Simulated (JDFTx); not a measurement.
SiC (Moissanite) under changes of volume

One of the cells (10.341 Å³/atom); the others are scaled copies at fixed shape and fractional positions:

```xyz
4
Lattice="3.0760 0.0000 0.0000 -1.5380 2.6639 0.0000 0.0000 0.0000 5.0480" Properties=species:S:1:pos:R:3 pbc="T T T"
Si    1.5380    0.8880    2.5240
Si    0.0000    1.7759    0.0000
C     1.5380    0.8880    4.4675
C     0.0000    1.7759    1.9435
```

| Property | Result |
| --- | --- |
| Program | JDFTx 1.7.0 (patched build) |
| Functional | PBE |
| Potentials or basis | PseudoDojo-SR-PBE-0.5-standard |
| Cutoff | 1116 eV |
| Density cutoff | 8925 eV |
| k mesh | 10 × 10 × 5 |
| Occupations | fermi-dirac, width 0.05 eV |
| Spin | no spin polarisation |

```tsv
volume (Å³/atom)	energy over the lowest point (meV/atom)	pressure (GPa)	gap on the mesh (eV)	largest force (eV/Å)
9.721	?	?	?	?
9.927	24.10	13.7	2.42	0.826
10.134	9.82	8.4	2.46	0.792
10.341	1.99	3.7	2.49	0.760
10.548	0.00	-0.7	2.52	0.729
10.755	3.33	-4.6	2.53	0.700
10.961	11.48	-8.1	2.49	0.672
```

Q: What does the run at 9.721 Å³/atom give?

A: Energy over the lowest point 45.49 meV/atom; pressure 19.4 GPa; gap on the mesh 2.39 eV; largest force 0.863 eV/Å.

Worked out: A Birch-Murnaghan fit of order 3 (a polynomial in V^(-2/3)) to the other rows has its minimum at 10.52 Å³/atom with B0 = V·E''(V) = 212 GPa and B' = 3.8 at fixed shape and positions, which overstates the stiffness. It gives 45.32 meV/atom at 9.721 Å³/atom, against the run's 45.49, and -dE/dV = 19.4 GPa, against 19.4. A parabola through the other rows of the gap, of slope 3.84 eV per unit of ln V there, extrapolates to 2.34 eV, against the run's 2.39.

Energies are extrapolated to zero smearing.

Caveats: an odd mesh through Γ misses points on the zone boundary, where band edges often lie.
